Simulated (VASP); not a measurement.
Set up this calculation in VASP 6.6.1, as the native input.

- Task: single point
- Functional: PBEsol
- Potentials or basis: VASP PAW PBE potentials, release 64 (Ti_sv, Si)
- Cutoff: 700 eV
- k mesh: 10 × 10 × 10
- Occupations: gaussian, width 0.1 eV
- Spin: no spin polarisation
- Further INCAR settings: ALGO = Normal; EDIFF = 1e-06

The structure of TiSi2 lies in POSCAR:

```
TiSi2
1.0
    0.0000000000      4.0920000000      4.2496400000
    2.3815600000      0.0000000000      4.2496400000
    2.3815600000      4.0920000000      0.0000000000
Ti Si
2 4
Direct
    0.5000000000      0.5000000000      0.5000000000
    0.7500000000      0.7500000000      0.7500000000
    0.8361600000      0.1638400000      0.8361600000
    0.1638400000      0.8361600000      0.1638400000
    0.0861600000      0.4138400000      0.0861600000
    0.4138400000      0.0861600000      0.4138400000
```

The cell is a database's computed one.

These files were run (other wordings do the same):

INCAR

```
SYSTEM = TiSi2
PREC = Accurate
ENCUT = 700
EDIFF = 1E-6
ISMEAR = 0
SIGMA = 0.1
LREAL = .False.
LASPH = .True.
NELM = 80
ALGO = Normal
ISIF = 2
LWAVE = .False.
LCHARG = .False.
GGA = PS
```

KPOINTS

```
Automatic mesh
0
Gamma
  10 10 10
  0 0 0
```

Potentials or basis: VASP PAW PBE potentials, release 64 (Ti_sv, Si).

The run is started by

```console
$ cat potpaw_PBE.64/Ti_sv/POTCAR potpaw_PBE.64/Si/POTCAR > POTCAR
$ mpirun -np 1 vasp_std > vasp.out
```

Results of the run:

| Quantity | Value |
| --- | --- |
| Pressure | 0.0 GPa |
| Band gap on the k mesh | none (metal or under the smearing width) |

Caveat: the PAW data sets were made with another functional, which shifts forces and pressure a little.

Run time: 5.3 min on 1 thread of Intel(R) Xeon(R) 6975P-C (Granite Rapids) (shared host), peak memory 0.62 GiB.
